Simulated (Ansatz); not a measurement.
GaN: elastic constants with PBE

**Measured values to compare with.**

“Studying electronic properties in GaN without electrical contacts using γ-γ vs e−-γ Perturbed Angular Correlations”, 2019, pmc:6823545 quotes, for a bulk crystal of GaN: band gap 3.503 ± 0.005 eV (direct).

Crystal: GaN.

```
Ga N
1.0
     3.18000    0.00000    0.00000
    -1.59000    2.75396    0.00000
     0.00000    0.00000    5.16600
Ga N
2 2
Direct
  0.66667 0.33333 0.50000
  0.33333 0.66667 0.00000
  0.66667 0.33333 0.87500
  0.33333 0.66667 0.37500
```

| Quantity | Value |
| --- | --- |
| Program | Ansatz 0.2.0 |
| Task | elastic constants |
| Functional | PBE |
| Potentials or basis | Ansatz PAW |
| Cutoff | 420 eV (not typed: the program's choice for these potentials) |
| k mesh | 7 × 7 × 4 |
| Occupations | fixed |
| Spin | no spin polarisation |
| Atoms under strain | relaxed |

```yaml
Pressure: 7.3 GPa
Band_gap_on_the_k_mesh: 1.98 eV, direct
Voigt_bulk_modulus: 204 GPa
```

Stress tensor (GPa, compression positive):
```
7.01 0.00 0.00
0.00 7.01 0.00
0.00 0.00 7.81
```

Levels at points of the mesh, in eV from the valence-band top:
```
            k point  band 14  band 15  band 16  band 17  band 18  band 19  band 20  band 21  band 22
 (0.00, 0.00, 0.00)    -1.05    -1.05    -0.02     0.00     0.00     1.98     4.29     9.27     9.94
(0.00, 0.00, -0.50)    -3.84    -0.54    -0.54    -0.54    -0.54     4.30     4.30     8.54     8.54
```

Elastic tensor in Voigt notation (GPa, in the Cartesian axes of the cell as first typed):
```
357 145 109   0   0   0
145 357 109   0   0   0
109 109 395   0   0   0
  0   0   0  90   0   0
  0   0   0   0  90   0
  0   0   0   0   0 106
```

Wall time 2.4 min on 2 threads of Intel(R) Xeon(R) Processor @ 2.50GHz (Skylake/Cascade Lake) (shared host), peak memory 0.41 GiB.

Against the measured gap of GaN, 3.503 eV (direct; quoted in “Studying electronic properties in GaN without electrical contacts using γ-γ vs e−-γ Perturbed Angular Correlations”, 2019, pmc:6823545), the calculated 1.98 eV is off by -1.53 eV. Spin-orbit coupling on Ga is left out. The value is that of PBE, without temperature or zero-point motion. Semilocal functionals fall short of measured gaps as a rule.

Caveat: the cell is more than 3 GPa from zero pressure, which shifts response properties; odd divisions of the mesh miss points on the zone boundary, where band edges often lie, so the gap on the mesh can be too wide; the pressure holds a Pulay correction of +0.5 GPa for the finite cutoff.
